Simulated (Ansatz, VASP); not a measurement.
## Si3C in VASP and in Ansatz

POSCAR

```
Si3C
1.0
    3.4318101927      0.0000000000      0.0000000000
    0.0000000000      3.4318101927      0.0000000000
    0.0000000000      0.0000000000      5.0004336101
C Si
1 3
Direct
    0.0000000000      0.0000000000      0.0000000000
    0.0000000000      0.5000000000      0.2031984766
    0.5000000000      0.5000000000      0.5000000000
    0.5000000000      0.0000000000      0.7968015234
```

File INCAR.step1:

```
ALGO = Normal
EDIFF = 1E-4
ENCUT = 520
GGA = PE
ISMEAR = -1
LASPH = True
LCHARG = False
LREAL = False
LWAVE = True
NBANDS = 16
NELM = 100
PREC = Accurate
SIGMA = 0.02
```

INCAR.step2

```
ALGO = Normal
EDIFF = 1E-6
ENCUT = 520
ISIF = 2
ISMEAR = -1
ISTART = 1
LASPH = True
LCHARG = False
LMIXTAU = True
LREAL = False
LWAVE = False
METAGGA = R2SCAN
NBANDS = 16
NELM = 100
PREC = Accurate
SIGMA = 0.02
```

File KPOINTS:

```
k-points
0
Gamma
  8 8 6
```

Input for Ansatz:

```yaml
crystal:
  lattice:
    - [3.4318101927, 0.0, 0.0]
    - [0.0, 3.4318101927, 0.0]
    - [0.0, 0.0, 5.0004336101]
  atoms:
    - { symbol: C, position: [0.0, 0.0, 0.0] }
    - { symbol: Si, position: [0.0, 0.5, 0.2031984766] }
    - { symbol: Si, position: [0.5, 0.5, 0.5] }
    - { symbol: Si, position: [0.5, 0.0, 0.7968015234] }
kpoints:
  mp_grid: { grid: [8, 8, 6] }
  band_path:
    path:
      - [0.0, 0.0, 0.0]
      - [0.0, 0.5, 0.0]
      - [0.5, 0.5, 0.0]
      - [0.0, 0.0, 0.5]
      - [0.0, 0.5, 0.5]
      - [0.5, 0.5, 0.5]
    npoints: 1
hamiltonian:
  xc: r2scan
scf:
  occupations: { method: fermi_dirac, width: 0.02 }
  n_extra_bands: 5
output:
  forces: true
  stress: true
  eigenvalues: true
```

Alike in both runs: task single point; functional r2SCAN; k mesh 8 × 8 × 6; occupations fermi-dirac, width 0.02 eV; no spin polarisation.

|  | VASP | Ansatz |
| --- | --- | --- |
| version | VASP 6.6.1 | Ansatz 0.2.0 |
| potentials or method | VASP PAW PBE potentials, release 64 (C, Si) | plane waves, PAW |
| plane-wave cutoff (eV) | 520 | 500 |
| valence electrons in the cell | 16 | 16 |

|  | VASP | Ansatz | Ansatz less VASP |
| --- | --- | --- | --- |
| pressure (GPa) | -0.3 | -0.2 | +0.18 |
| largest component of the traceless stress (GPa) | 0.09 | 0.11 | +0.021 |
| rms of the force components (eV/Å) | 0.005 | 0.019 | +0.0141 |

Atom by atom the forces differ by 0.014 eV/Å (rms over components).

Caveats: the PAW data sets were made with another functional, which shifts forces and pressure a little (VASP).
